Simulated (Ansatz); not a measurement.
# FeGe: the cost of one run

Method: DFT PBE, scalar-relativistic, plane waves, PAW, in Ansatz 0.2.0.

## 1. The structure to begin with

It takes space group P6/mmm (No. 191, hexagonal). The conventional cell has a = 4.958 Å, b = 4.958 Å, c = 4.058 Å, α = 90.00°, β = 90.00°, γ = 120.00°. Around Fe (site symmetry mmm) lie 6 Ge at 2.48 Å and 4 Fe at 2.48 Å. Ge (site symmetry 6/mmm) is surrounded by 6 Fe at 2.48 Å. Ge (site symmetry -6m2) is surrounded by 6 Fe at 2.48 Å.

Coordinates:

```
CELL_PARAMETERS angstrom
4.95763 0.00000 0.00000
-2.47881 4.29343 0.00000
0.00000 0.00000 4.05820
ATOMIC_POSITIONS crystal
Fe 0.50000 0.00000 0.00000
Fe 0.50000 0.50000 0.00000
Fe 0.00000 0.50000 0.00000
Ge 0.00000 0.00000 0.00000
Ge 0.33333 0.66667 0.50000
Ge 0.66667 0.33333 0.50000
```

An earlier run at PBE left this cell at 14.397 Å³/atom and 0.00 GPa (10×10×10 mesh).

## 2. Ferromagnetic, larger cell

input.yaml

```yaml
crystal:
  lattice:
    - [4.9576260674, 0.0, 0.0]
    - [-2.4788130337, 4.2934301168, 0.0]
    - [0.0, 0.0, 8.1164082092]
  atoms:
    - { symbol: Fe, position: [0.5, 0.0, 0.0], spin: 2.5 }
    - { symbol: Fe, position: [0.5, 0.5, 0.0], spin: 2.5 }
    - { symbol: Fe, position: [0.0, 0.5, 0.0], spin: 2.5 }
    - { symbol: Ge, position: [0.0, 0.0, 0.0] }
    - { symbol: Ge, position: [0.3333333333, 0.6666666667, 0.25] }
    - { symbol: Ge, position: [0.6666666667, 0.3333333333, 0.25] }
    - { symbol: Fe, position: [0.5, 0.0, 0.5], spin: 2.5 }
    - { symbol: Fe, position: [0.5, 0.5, 0.5], spin: 2.5 }
    - { symbol: Fe, position: [0.0, 0.5, 0.5], spin: 2.5 }
    - { symbol: Ge, position: [0.0, 0.0, 0.5] }
    - { symbol: Ge, position: [0.3333333333, 0.6666666667, 0.75] }
    - { symbol: Ge, position: [0.6666666667, 0.3333333333, 0.75] }
basis:
  ecutwfc: 420
  ecutrho_ratio: 4
kpoints:
  mp_grid: { grid: [8, 8, 4] }
hamiltonian:
  xc: pbe
scf:
  occupations: { method: gaussian, width: 0.05 }
  lower_state_search: "off"
output:
  forces: true
  stress: true
  eigenvalues: true
  populations: true
magnetization:
  spin_polarized: true
```

Started as:

```
$ ansatz run input.yaml --threads 4 --pin off --max-ram 10240MiB --backend cpu --events-out ev --progress --plain --runs-dir out
```

**Question.** How long does this run take on 4 threads of Intel Xeon 6975P-C (Granite Rapids), shared host, and how much memory does it need?

About 21 s, with a peak of 1.4 GiB.
